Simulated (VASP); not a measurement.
**VASP 6.6.1 run: CaO**

INCAR

```
ENCUT = 520
GGA = CA
NSW = 0
LASPH = .TRUE.
PREC = Accurate
IBRION = -1
ISMEAR = 0
ISYM = 0
NBANDS = 15
NELM = 120
LCHARG = .FALSE.
ISIF = 2
LREAL = .FALSE.
LWAVE = .FALSE.
SIGMA = 0.01
EDIFF = 1E-7
```

KPOINTS

```
KPOINTS created by Atomic Simulation Environment
0
Gamma
4 4 4
0 0 0
```

POSCAR

```
Ca O
 1.0000000000000000
    -0.0000000000000000    2.6067317364962017    2.6067317364962017
     2.6067317364962017    0.0000000000000000    2.6067317364962017
     2.6067317364962017    2.6067317364962017    0.0000000000000000
 Ca  O
   1   1
Cartesian
  0.0000000000000000 -0.0000000000000000 -0.0000000000000000
  1.3033658682481006  1.3033658682481006  1.3033658682481006
```

The recommended LDA PAW datasets give the neutral cell 16 valence electrons.

Command

```
mpirun -np 1 vasp_std
```

OSZICAR

```
N       E                     dE             d eps       ncg     rms          rms(c)
DAV:   1     0.126960270212E+03    0.12696E+03   -0.82586E+03  1080   0.105E+03
DAV:   2    -0.987765423542E+01   -0.13684E+03   -0.12677E+03  1304   0.280E+02
DAV:   3    -0.160652321054E+02   -0.61876E+01   -0.61405E+01  1304   0.614E+01
DAV:   4    -0.162842628806E+02   -0.21903E+00   -0.21887E+00  1557   0.995E+00
DAV:   5    -0.162853785619E+02   -0.11157E-02   -0.11156E-02  1283   0.834E-01    0.954E+00
DAV:   6    -0.139048159889E+02    0.23806E+01   -0.82553E+00  1080   0.247E+01    0.438E+00
DAV:   7    -0.137327752615E+02    0.17204E+00   -0.84088E-01  1167   0.856E+00    0.198E+00
DAV:   8    -0.136710352819E+02    0.61740E-01   -0.14446E-01  1234   0.364E+00    0.388E-01
DAV:   9    -0.136700263246E+02    0.10090E-02   -0.60848E-03  1297   0.655E-01    0.151E-01
DAV:  10    -0.136703967669E+02   -0.37044E-03   -0.39455E-04  1178   0.186E-01    0.375E-02
DAV:  11    -0.136704038380E+02   -0.70712E-05   -0.17826E-04  1178   0.100E-01    0.215E-02
DAV:  12    -0.136703971731E+02    0.66649E-05   -0.30973E-05  1458   0.653E-02    0.733E-03
DAV:  13    -0.136703960710E+02    0.11021E-05   -0.30900E-06  1283   0.219E-02    0.132E-03
DAV:  14    -0.136703961040E+02   -0.32923E-07   -0.17956E-07  1135   0.394E-03
   1 F= -.13670396E+02 E0= -.13670396E+02  d E =-.437240E-12
```

From OUTCAR

```
k-points           NKPTS =     36   k-points in BZ     NKDIM =     36   number of bands    NBANDS=     15

   NELECT =      16.0000    total number of electrons

   dimension x,y,z NGX =    28 NGY =   28 NGZ =   28
   dimension x,y,z NGXF=    56 NGYF=   56 NGZF=   56

  energy-cutoff  :      520.00
  volume of cell :       35.43
      direct lattice vectors                 reciprocal lattice vectors
     0.000000000  2.606731736  2.606731736    -0.191811069  0.191811069  0.191811069
     2.606731736  0.000000000  2.606731736     0.191811069 -0.191811069  0.191811069
     2.606731736  2.606731736  0.000000000     0.191811069  0.191811069 -0.191811069

 k-points in reciprocal lattice and weights: KPOINTS created by Atomic Simulation Env
   0.00000000  0.00000000  0.00000000       0.016
   0.25000000  0.00000000  0.00000000       0.031
   0.00000000  0.25000000  0.00000000       0.031
   0.00000000  0.00000000  0.25000000       0.031
   0.25000000  0.25000000  0.25000000       0.031
   0.50000000  0.00000000  0.00000000       0.016
   0.00000000  0.50000000  0.00000000       0.016
   0.00000000  0.00000000  0.50000000       0.016
   ...

 E-fermi :   0.1662

 k-point     1 :       0.0000    0.0000    0.0000
  band No.  band energies     occupation
      1     -36.4632      2.00000
      2     -17.6935      2.00000
      3     -17.6935      2.00000
      4     -17.6935      2.00000
      5     -14.3369      2.00000
      6      -0.5257      2.00000
      7      -0.5257      2.00000
      8      -0.5257      2.00000
      9       3.2575      0.00000
     10       8.0204      0.00000
     11       8.0204      0.00000
     12       9.6748      0.00000
     13       9.6748      0.00000
     14       9.6748      0.00000
     15      16.4313      0.00000

 k-point     2 :       0.2500    0.0000    0.0000
  band No.  band energies     occupation
      1     -36.4387      2.00000
      2     -18.0900      2.00000
      3     -17.7220      2.00000
      4     -17.7220      2.00000
      5     -13.9541      2.00000
      6      -0.9319      2.00000
      7      -0.3803      2.00000
      8      -0.3803      2.00000
      9       4.9444      0.00000
     10       7.6574      0.00000
     11       7.6574      0.00000
     12       8.9701      0.00000
     13       9.9259      0.00000
     14       9.9259      0.00000
     15      12.8457      0.00000

 k-point     3 :       0.0000    0.2500    0.0000
  band No.  band energies     occupation
      1     -36.4387      2.00000
      2     -18.0900      2.00000
      3     -17.7220      2.00000
      4     -17.7220      2.00000
      5     -13.9541      2.00000
      6      -0.9319      2.00000
      7      -0.3803      2.00000
      8      -0.3803      2.00000
      9       4.9444      0.00000
     10       7.6574      0.00000
     11       7.6574      0.00000
     12       8.9701      0.00000
     13       9.9259      0.00000
     14       9.9259      0.00000
     15      12.8457      0.00000

 ...

  Total       -0.8710521     -0.8710472     -0.8710493      0.0000022      0.0000043      0.0000028
  in kB      -39.3945079    -39.3942885    -39.3943835      0.0000988      0.0001932      0.0001287
  external PRESSURE =     -39.3943933 kB  Pullay stress =       0.0000000 kB

 POSITION                                       TOTAL-FORCE (eV/Angst)
 -----------------------------------------------------------------------------------
      0.00000      0.00000      0.00000         0.000001     -0.000000      0.000000
      1.30337      1.30337      1.30337        -0.000001      0.000000     -0.000000
 -----------------------------------------------------------------------------------
    total drift:                               -0.000003      0.000000     -0.000000

  FREE ENERGIE OF THE ION-ELECTRON SYSTEM (eV)
  ---------------------------------------------------
  free  energy   TOTEN  =       -13.6703961040 eV

  energy  without entropy=      -13.6703961040  energy(sigma->0) =      -13.67039610
```

It converged. Results: gap between bands v and c on the k mesh 3.14 eV; least direct gap on the k mesh 3.78 eV; pressure -3.9 GPa. Band v is the last that the valence electrons fill when counted band by band, and c is the next.

For comparison, a separate LDA run of the intended cell, on usual settings and not on those above, gives a gap of 3.14 eV on its mesh and a pressure of -3.9 GPa.

The run above took about 7.6 s on one core of a shared host (Intel Xeon 6975P-C) and held 0.15 GiB at most.
